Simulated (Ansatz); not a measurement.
# Si2Ni (Fm-3m) under biaxial strain in the (001) plane, part 2 of 3

Aim: how do the optical modes of Si2Ni (Fm-3m) shift and split under this strain?

Ansatz 0.2.0; DFT PBEsol, scalar-relativistic, plane waves, PAW; PAW set soft_1.

So far. Step 3 (Tight relaxation): The forces vanish by symmetry and the pressure is 0.000 GPa, within the tolerances set. The cell now holds 13.05 Å³/atom.

## 4. Modes at rest

Phonons follow from the second derivative of the energy, found here by linear response.

The modes at rest are the reference of the series.

input.yaml

```yaml
crystal:
  lattice:
    - [0.0, 2.6947936977, 2.6947936977]
    - [2.6947936977, 0.0, 2.6947936977]
    - [2.6947936977, 2.6947936977, 0.0]
  atoms:
    - { symbol: Si, position: [0.25, 0.25, 0.25] }
    - { symbol: Si, position: [0.75, 0.75, 0.75] }
    - { symbol: Ni, position: [0.0, 0.0, 0.0] }
kpoints:
  mp_grid: { grid: [16, 16, 16] }
hamiltonian:
  xc: pbesol
  pseudopotentials: { kind: paw, azcp: { folder: soft_1 }, xc_functional: pbe }
scf:
  occupations: { method: methfessel_paxton, width: 0.2 }
output:
  eigenvalues: true
phonons:
  method: dfpt
```

Command:

```sh
ansatz run input.yaml --threads 4 --pin off --max-ram 10240MiB --backend cpu --events-out ev --progress --plain --runs-dir out
```

Numbers of over 12 decimals in the logs are rounded to 6 here.

The log of the run:

```text
zone centre: on kpoints.mp_grid the ground state, and the responses unless they are solved on pairs of k-points, stand on 349 of the mesh's 4096 k-points, reduced under 8 symmetry operations, with k and −k counted as one. Each operation leaves every solved displacement unchanged or reverses it
[...]
Crystal: 3 atoms, lattice volume = 39.139 Å³
Basis set: ecut = 420 eV, 749 PW (Γ), exchange–correlation on 54×54×54 points (8 copies of the dense FFT grid, shifted against one another)
Bands: 17, of which v1, the nominal top of the filled ones, is band 13 counted from 1 (12 counted from 0)
Symmetry: 48 space group operations
k-points: 349 of 4096 (irreducible under 8 space group operations, time reversal used)
[...]
SCF iter   1: F=—  HF=-7050.188545 eV  |F-HF|=—  |Δ(HF+E_count)|=         —  Δρ=8.45e-2  dr2=3.75e0  ethr=3.10e-3  ⟨swp⟩=5.3  Hψ=30135  notcnv=0
[...]
SCF iter  11: F=-7049.325919 eV  HF=-7049.325919 eV  |F-HF|=3.64e-12  |Δ(HF+E_count)|=  2.73e-12  S|Δr|=    0.00e0  Δρ=1.45e-7  dr2=7.24e-12  ethr=1.00e-12  ⟨swp⟩=6.2  Hψ=28271  notcnv=0
SCF 1 converged in 11 iterations: F = -7049.325919 eV  dr2 = 7.24e-12
[...]
DFPT response loops at Γ: preconditioner auto → Kerker (q_TF=auto, 2.549 Å⁻¹) (partly filled bands, converged f_vac=0.000); β = 1.00, the filter's whole step (`scf.mixing.beta` (0.50) is not read by the response loops under this deck's `scf.mixing.preconditioner`; to damp them name `kerker` or `kerker_dos`, under which they read `scf.mixing.beta`, and type it under 1.00, their step now; both keys bind the ground state too); Broyden in place of MSR1
SCF converged after 11 iterations
[...]
Free energy (F): -7049.325919 eV
[...]
Internal energy: -7049.325680 eV  (E = F + TS)
E sigma→0 (E₀):  -7049.325859 eV
Entropy (-TS):   -0.000238 eV (-0.079 meV/atom)
Fermi energy:    13.274194 eV
[...]
--- Band table (eV; the first three rows and the last of 349) ---
  k-point 0: bands = [... 9 lower, 9.7000, 13.0531, 15.0073, 15.0073, 15.0073, 15.4789, 15.4789, 15.4789]
  k-point 1: bands = [... 9 lower, 9.6883, 12.9823, 14.2100, 14.6319, 14.6319, 15.8693, 15.8693, 16.4046]
  k-point 2: bands = [... 9 lower, 9.6589, 12.4088, 13.8959, 14.1199, 14.1199, 16.2604, 16.2604, 17.3219]
  k-point 348: bands = [... 9 lower, 9.4745, 9.6002, 10.0423, 10.8040, 15.5183, 15.5183, 17.8402, 18.4974]
--- Phonons (Γ-DFPT): 2 representative perturbations + reference, on 349 of 4096 k-points (Σ response iterations 6) ---
  k mesh reduced under 8 symmetry operations, with k and −k counted as one. Each operation leaves every solved displacement unchanged or reverses it
  ASR residual: 6.613e-5 → 0.000e0 eV/Å²; symmetrization residual: 7.895e-7 eV/Å²
  ASR residual per site (eV/Å²): 2.73e-5 2.73e-5 6.61e-5
  Γ frequencies (cm⁻¹): 0.00 0.00 0.00 310.75 310.75 310.75 329.07 329.07 329.07
  non-analytic LO–TO correction: not included (Born effective charges unavailable; polar crystals: no LO–TO splitting at Γ)
```

It took 1.7 min on 4 threads of Intel Xeon at 2.50GHz (Skylake/Cascade Lake), shared host; peak memory 0.96 GiB; 2.5 min of CPU time.

Reading the cycles: dr2 is the Hartree energy of the density residual (eV), the measure of convergence; HF is the Harris–Foulkes estimate of the energy, which meets the free energy F at convergence.

Numbers from this step:

| Quantity | Value |
| --- | --- |
| sum-rule residual before enforcement | 6.61e-5 eV/Å² |
| point group | m-3m |
| highest optical mode at the zone centre (no LO-TO term) | 329.1 cm⁻¹ |
| lowest optical zone-centre mode | 310.8 cm⁻¹ |

Patterns of degenerate modes are one choice out of their space. Modes at Γ, with each element's share of the kinetic energy:

| mode | frequency (cm⁻¹) | symmetry | Si % | Ni % |
| --- | --- | --- | --- | --- |
| 1 | 0.0 | acoustic | 49 | 51 |
| 2 | 0.0 | acoustic | 49 | 51 |
| 3 | 0.0 | acoustic | 49 | 51 |
| 4 | 310.8 | T1u | 51 | 49 |
| 5 | 310.8 | T1u | 51 | 49 |
| 6 | 310.8 | T1u | 51 | 49 |
| 7 | 329.1 | T2g | 100 | 0 |
| 8 | 329.1 | T2g | 100 | 0 |
| 9 | 329.1 | T2g | 100 | 0 |

Displacements in mode 5 (310.8 cm⁻¹), the largest set to 1:
```
Si1 -0.19  0.33 -1.00
Si2 -0.19  0.33 -1.00
Ni3  0.18 -0.31  0.96
```

Displacements in mode 8 (329.1 cm⁻¹), the largest set to 1:
```
Si1 -0.05 -0.32 -1.00
Si2  0.05  0.32  1.00
Ni3  0.00  0.00  0.00
```

Before it was imposed, the acoustic sum rule was missed by 6.6e-5 eV/Å². Small misses are needed for a sound result but don't prove that mesh and cutoff are converged. The lowest optical mode is real, 311 cm⁻¹.

## 5. A member of the series: biaxial strain of +4 % in the (001) plane

The cell takes a biaxial strain of +4 % in the (001) plane. The strained lengths are held, while the rest of the cell and the atoms relax.

input.yaml, the sections that differ from step 4:

```yaml
crystal:
  lattice:
    - [0.0, 2.8025854457, 2.5872388201]
    - [2.8025854457, 0.0, 2.5872388201]
    - [2.8025854457, 2.8025854457, 0.0]
  atoms:
    - { symbol: Si, position: [0.25, 0.25, 0.25] }
    - { symbol: Si, position: [0.75, 0.75, 0.75] }
    - { symbol: Ni, position: [0.0, 0.0, 0.0] }
  conventional_axes: [[-1, 1, 1], [1, -1, 1], [1, 1, -1]]
output:
  forces: true
  stress: true
  eigenvalues: true
relax:
  adjacent_minimum: "off"
  f_tol: 0.001
  max_steps: 60
  cell: { stress_tol: 0.01, fix: [a, b, gamma] }
# kpoints, hamiltonian, scf: as in step 4
# phonons: removed
```

The log of the run:

```text
[...]
Crystal: 3 atoms, lattice volume = 40.643 Å³
Basis set: ecut = 420 eV, 821 PW (Γ), exchange–correlation on 54×54×54 points (8 copies of the dense FFT grid, shifted against one another)
Bands: 17, of which v1, the nominal top of the filled ones, is band 13 counted from 1 (12 counted from 0)
Symmetry: 16 space group operations
[...]
k-points: 349 of 4096
[...]
--- Relaxed structure (4 steps of the walk, 4 accepted, 1 SCFs on fresh bases) ---
[...]
cell:  # Å, volume = 40.1654 Å³
    - [0, 2.8025854457, 2.556846]
    - [2.8025854457, 0, 2.556846]
    - [2.8025854457, 2.8025854457, 0]
  atoms:
    - { symbol: Si, position: [0.250000, 0.250000, 0.250000] }
    - { symbol: Si, position: [0.75, 0.75, 0.75] }
    - { symbol: Ni, position: [0, 0, 0] }
[key lines of the parts left out:]
SCF converged after 7 iterations
Free energy (F): -7049.272136 eV
Fermi energy:    12.747804 eV
P = ⅓ Tr σ = -3.8635 GPa (-38.635 kbar)
```

Run time: 62 s. Hardware: 4 threads; peak memory 0.55 GiB.

Relaxation path:

```
step  energy less that of the first step (eV)  largest force component (eV/Å)  pressure (GPa)  volume (Å³)
   1                                   0.0000                          0.0000           -5.50        40.64
   2                                  -0.0024                          0.0000           -4.81        40.44
   3                                  -0.0036                          0.0000           -3.82        40.15
   4                                  -0.0036                          0.0000           -3.86        40.17
  5*                                  -0.0035                          0.0000           -3.86        40.17
```

Relaxation steps marked * repeat the geometry before them on a plane-wave basis chosen anew for their cell, so energy and pressure can jump there.

Forces are held to the 16 operations that the run works with; a distortion that breaks them can't arise in this run.

```
conventional cell, symmetrised  before  after  change
                         a (Å)   3.963  3.963  +0.0 %
                         b (Å)   3.963  3.963  +0.0 %
                         c (Å)   5.174  5.114  -1.2 %
              volume (Å³/atom)   13.55  13.39  -1.2 %
```

Final coordinates:

```cif
data_structure
_symmetry_space_group_name_H-M 'P 1'
_symmetry_Int_Tables_number 1
_cell_length_a 3.7937
_cell_length_b 3.7937
_cell_length_c 3.9635
_cell_angle_alpha 58.508
_cell_angle_beta 58.508
_cell_angle_gamma 62.984
_cell_volume 40.17
loop_
_atom_site_label
_atom_site_type_symbol
_atom_site_fract_x
_atom_site_fract_y
_atom_site_fract_z
_atom_site_occupancy
Si1 Si 0.25000 0.25000 0.25000 1
Si2 Si 0.75000 0.75000 0.75000 1
Ni3 Ni 0.00000 0.00000 0.00000 1
```

This step gave:

| Item | Value |
| --- | --- |
| pressure | -3.864 GPa |
| volume per atom | 13.39 Å³ |

The forces vanish by symmetry.

## 6. Modes of this member: biaxial strain of +4 % in the (001) plane

The zone-centre modes follow for biaxial strain of +4 % in the (001) plane.

input.yaml, the sections that differ from step 5:

```yaml
crystal:
  lattice:
    - [0.0, 2.8025854457, 2.5568463513]
    - [2.8025854457, 0.0, 2.5568463513]
    - [2.8025854457, 2.8025854457, 0.0]
  atoms:
    - { symbol: Si, position: [0.25, 0.25, 0.25] }
    - { symbol: Si, position: [0.75, 0.75, 0.75] }
    - { symbol: Ni, position: [0.0, 0.0, 0.0] }
output:
  eigenvalues: true
phonons:
  method: dfpt
# kpoints, hamiltonian, scf: as in step 5
# relax: removed
```

The log of the run:

```text
[...]
Crystal: 3 atoms, lattice volume = 40.165 Å³
Basis set: ecut = 420 eV, 805 PW (Γ), exchange–correlation on 54×54×54 points (8 copies of the dense FFT grid, shifted against one another)
Bands: 17, of which v1, the nominal top of the filled ones, is band 13 counted from 1 (12 counted from 0)
Symmetry: 16 space group operations
k-points: 621 of 4096 (irreducible under 4 space group operations, time reversal used)
[...]
SCF iter   1: F=—  HF=-7050.135053 eV  |F-HF|=—  |Δ(HF+E_count)|=         —  Δρ=8.76e-2  dr2=3.98e0  ethr=3.10e-3  ⟨swp⟩=5.4  Hψ=53912  notcnv=0
[...]
SCF iter  12: F=-7049.272136 eV  HF=-7049.272136 eV  |F-HF|=1.82e-12  |Δ(HF+E_count)|=  3.64e-12  S|Δr|=    0.00e0  Δρ=7.38e-8  dr2=1.80e-12  ethr=1.00e-12  ⟨swp⟩=5.0  Hψ=49795  notcnv=0
the search or the solves at the SCF's close seem to have found levels that the self-consistency loop had missed (the run counts 2). By its estimate they hold under 1e-12 electrons; where the run keeps them, the occupations were computed again with them
SCF 1 converged in 12 iterations: F = -7049.272136 eV  dr2 = 1.80e-12
[...]
SCF converged after 12 iterations
[...]
Free energy (F): -7049.272136 eV
[...]
Internal energy: -7049.271544 eV  (E = F + TS)
E sigma→0 (E₀):  -7049.271988 eV
Entropy (-TS):   -0.000591 eV (-0.197 meV/atom)
Fermi energy:    12.747804 eV
[...]
--- Band table (eV; the first three rows and the last of 621) ---
  k-point 0: bands = [... 9 lower, 9.5163, 12.4576, 13.7557, 14.7020, 14.7020, 14.9088, 14.9088, 15.6797]
  k-point 1: bands = [... 9 lower, 9.5046, 12.3841, 13.4439, 14.1969, 14.2484, 15.2218, 15.3434, 16.2014]
  k-point 2: bands = [... 9 lower, 9.4739, 11.8624, 13.3041, 13.6110, 13.7363, 15.3869, 15.4608, 16.5350]
  k-point 620: bands = [... 9 lower, 9.3334, 9.3334, 9.6126, 9.7760, 12.0141, 13.8255, 20.7439, 20.7439]
[...]
ASR residual: 4.159e-5 → 0.000e0 eV/Å²; symmetrization residual: 1.344e-6 eV/Å²
  ASR residual per site (eV/Å²): 4.70e-6 4.70e-6 4.16e-5
  Γ frequencies (cm⁻¹): 0.00 0.00 0.00 276.52 276.52 285.55 294.53 294.53 394.95
[...]
```

Wall time 3 min (4 threads); peak memory 1.5 GiB.

Numbers from this step:

| Property | Result |
| --- | --- |
| sum-rule residual before enforcement | 4.16e-5 eV/Å² |
| point group | 4/mmm |
| highest optical mode at the zone centre (no LO-TO term) | 394.9 cm⁻¹ |
| lowest optical zone-centre mode | 276.5 cm⁻¹ |

Patterns of degenerate modes are one choice out of their space. Modes at Γ, with each element's share of the kinetic energy:

| mode | frequency (cm⁻¹) | symmetry | Si % | Ni % |
| --- | --- | --- | --- | --- |
| 1 | 0.0 | acoustic | 49 | 51 |
| 2 | 0.0 | acoustic | 49 | 51 |
| 3 | 0.0 | acoustic | 49 | 51 |
| 4 | 276.5 | Eg | 100 | 0 |
| 5 | 276.5 | Eg | 100 | 0 |
| 6 | 285.6 | A2u | 51 | 49 |
| 7 | 294.5 | Eu | 51 | 49 |
| 8 | 294.5 | Eu | 51 | 49 |
| 9 | 394.9 | B1g | 100 | 0 |

Displacements in mode 4 (276.5 cm⁻¹), the largest set to 1:
```
Si1 -1.00  0.00  0.00
Si2  1.00  0.00  0.00
Ni3  0.00  0.00  0.00
```

Displacements in mode 9 (394.9 cm⁻¹), the largest set to 1:
```
Si1  0.00  0.00 -1.00
Si2  0.00  0.00  1.00
Ni3  0.00  0.00  0.00
```

The lowest optical mode is real, 277 cm⁻¹, and the highest lies at 394.9 cm⁻¹.

Between step 4 and this run (strain 4 %) the value for the highest optical mode at the zone centre (no LO-TO term) moves from 329 cm⁻¹ to 395 cm⁻¹ (+20 %).

## 7. Relaxation of a member: biaxial strain of -4 % in the (001) plane

The cell takes a biaxial strain of -4 % in the (001) plane. The strained lengths are held, while the rest of the cell and the atoms relax.

input.yaml, the sections that differ from step 6:

```yaml
crystal:
  lattice:
    - [0.0, 2.5870019497, 2.809494165]
    - [2.5870019497, 0.0, 2.809494165]
    - [2.5870019497, 2.5870019497, 0.0]
  atoms:
    - { symbol: Si, position: [0.25, 0.25, 0.25] }
    - { symbol: Si, position: [0.75, 0.75, 0.75] }
    - { symbol: Ni, position: [0.0, 0.0, 0.0] }
  conventional_axes: [[-1, 1, 1], [1, -1, 1], [1, 1, -1]]
output:
  forces: true
  stress: true
  eigenvalues: true
relax:
  adjacent_minimum: "off"
  f_tol: 0.001
  max_steps: 60
  cell: { stress_tol: 0.01, fix: [a, b, gamma] }
# kpoints, hamiltonian, scf: as in step 6
# phonons: removed
```

The log of the run:

```text
[...]
Crystal: 3 atoms, lattice volume = 37.606 Å³
Basis set: ecut = 420 eV, 733 PW (Γ), exchange–correlation on 54×54×50 points (8 copies of the dense FFT grid, shifted against one another)
Bands: 17, of which v1, the nominal top of the filled ones, is band 13 counted from 1 (12 counted from 0)
Symmetry: 16 space group operations
[...]
k-points: 349 of 4096
[...]
--- Relaxed structure (4 steps of the walk, 4 accepted, 1 SCFs on fresh bases) ---
[...]
cell:  # Å, volume = 38.0843 Å³
    - [0.0, 2.5870019497, 2.845260]
    - [2.5870019497, 0.0, 2.845260]
    - [2.5870019497, 2.5870019497, 0.0]
  atoms:
    - { symbol: Si, position: [0.25, 0.25, 0.250000] }
    - { symbol: Si, position: [0.750000, 0.750000, 0.750000] }
    - { symbol: Ni, position: [0, 0, 0] }
[key lines of the parts left out:]
SCF converged after 7 iterations
Free energy (F): -7049.262668 eV
Fermi energy:    13.726412 eV
P = ⅓ Tr σ = 4.7938 GPa (47.938 kbar)
```

Wall time 55 s (4 threads); peak memory 0.54 GiB; 2.4 min of CPU time.

Step by step:

```csv
step,energy less that of the first step (eV),largest force component (eV/Å),pressure (GPa),volume (Å³)
1,0.0000,0.0000,7.08,37.61
2,-0.0032,0.0000,5.97,37.83
3,-0.0044,0.0000,4.83,38.08
4,-0.0044,0.0000,4.79,38.08
5*,-0.0045,0.0000,4.79,38.08
```

Relaxation steps marked * repeat the geometry before them on a plane-wave basis chosen anew for their cell, so energy and pressure can jump there.

Forces are held to the 16 operations that the run works with; a distortion that breaks them can't arise in this run.

```csv
"conventional cell, symmetrised",before,after,change
a (Å),3.659,3.659,-0.0 %
b (Å),3.659,3.659,-0.0 %
c (Å),5.619,5.691,+1.3 %
volume (Å³/atom),12.54,12.69,+1.3 %
```

The relaxed structure:

```cif
data_structure
_symmetry_space_group_name_H-M 'P 1'
_symmetry_Int_Tables_number 1
_cell_length_a 3.8455
_cell_length_b 3.8455
_cell_length_c 3.6586
_cell_angle_alpha 61.596
_cell_angle_beta 61.596
_cell_angle_gamma 56.809
_cell_volume 38.08
loop_
_atom_site_label
_atom_site_type_symbol
_atom_site_fract_x
_atom_site_fract_y
_atom_site_fract_z
_atom_site_occupancy
Si1 Si 0.25000 0.25000 0.25000 1
Si2 Si 0.75000 0.75000 0.75000 1
Ni3 Ni 0.00000 0.00000 0.00000 1
```

This step gave:

* pressure: 4.794 GPa
* volume per atom: 12.69 Å³

The forces vanish by symmetry.

(Part 2 of 3 ends here.)

[Logs are printed without paths, hosts, clocks, repeated set-up lines and the standing remarks that a program may print on its own settings, such as how far it seeks lower states.]

[Hosts, paths, dates, database ids (printed as entryN), source tags and the programs' standing remarks are cut or masked in the printed files.]
